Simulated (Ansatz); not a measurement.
# BN: the cost of one run

Program: Ansatz 0.2.0. Level of theory: DFT PBEsol, scalar-relativistic, plane waves, PAW. These are calculated values, not measurements.

41 further runs of the same task are left out: 41 set aside as unsound or not needed. Runs told in other sessions of the task aren't counted.

**1. The starting structure**

It takes space group P4_2/mnm (No. 136, tetragonal). The conventional cell has a = 4.398 Å, b = 4.398 Å, c = 2.538 Å, α = 90.00°, β = 90.00°, γ = 90.00°. Around B (site symmetry m2m) lie 4 N at 1.53 to 1.59 Å. N (site symmetry m2m) is surrounded by 4 B at 1.53 to 1.59 Å.

Coordinates:

```
CELL_PARAMETERS angstrom
4.39823 0.00000 0.00000
0.00000 4.39823 0.00000
0.00000 0.00000 2.53803
ATOMIC_POSITIONS crystal
B 0.17413 0.82587 0.50000
B 0.32587 0.32587 0.00000
B 0.67413 0.67413 0.00000
B 0.82587 0.17413 0.50000
N 0.81239 0.81239 0.50000
N 0.31239 0.68761 0.00000
N 0.68761 0.31239 0.00000
N 0.18761 0.18761 0.50000
```

It goes back to an entry of the Materials Project, which need not be the stable form.

This cell was relaxed beforehand with the same method: volume 6.14 Å³/atom, gap on the mesh 4.60 eV.

**2. The scan**

The energy is mapped over the lattice constants a and c of the conventional cell.

First coordinate, lattice constant a (and b): 9 values from 4.266 to 4.530 Å. Second coordinate, lattice constant c: 9 values from 2.233 to 2.843 Å.

Nothing else is relaxed (fractional coordinates fixed). Energies count from the relaxed crystal. Points are written as (first, second).

**3. The run at (4.398 Å, 2.233 Å)**

Contents of input.yaml:

```yaml
crystal:
  lattice:
    - [4.3982250342, 0.0, 0.0]
    - [0.0, 4.3982250342, 0.0]
    - [0.0, 0.0, 2.2335]
  atoms:
    - { symbol: B, position: [0.1741337327, 0.8258662673, 0.5] }
    - { symbol: B, position: [0.3258662673, 0.3258662673, 0.0] }
    - { symbol: B, position: [0.6741337327, 0.6741337327, 0.0] }
    - { symbol: B, position: [0.8258662673, 0.1741337327, 0.5] }
    - { symbol: "N", position: [0.8123909516, 0.8123909516, 0.5] }
    - { symbol: "N", position: [0.3123909516, 0.6876090484, 0.0] }
    - { symbol: "N", position: [0.6876090484, 0.3123909516, 0.0] }
    - { symbol: "N", position: [0.1876090484, 0.1876090484, 0.5] }
basis:
  ecutwfc: 520.0
kpoints:
  mp_grid: { grid: [6, 6, 10] }
hamiltonian:
  xc: pbesol
  pseudopotentials: { kind: paw, azcp: { folder: soft_1 } }
scf:
  occupations: { method: gaussian, width: 0.05 }
output:
  forces: true
  stress: true
  eigenvalues: true
```

The run is started by

```
$ ansatz run input.yaml --threads 2 --pin off --max-ram 4096MiB --backend cpu --events-out ev --progress --plain --runs-dir out
```

**Question.** How long does this run take on 2 threads of Arm Neoverse N1, shared host, and how much memory does it need?

About 5.2 s, with a peak of 0.34 GiB.
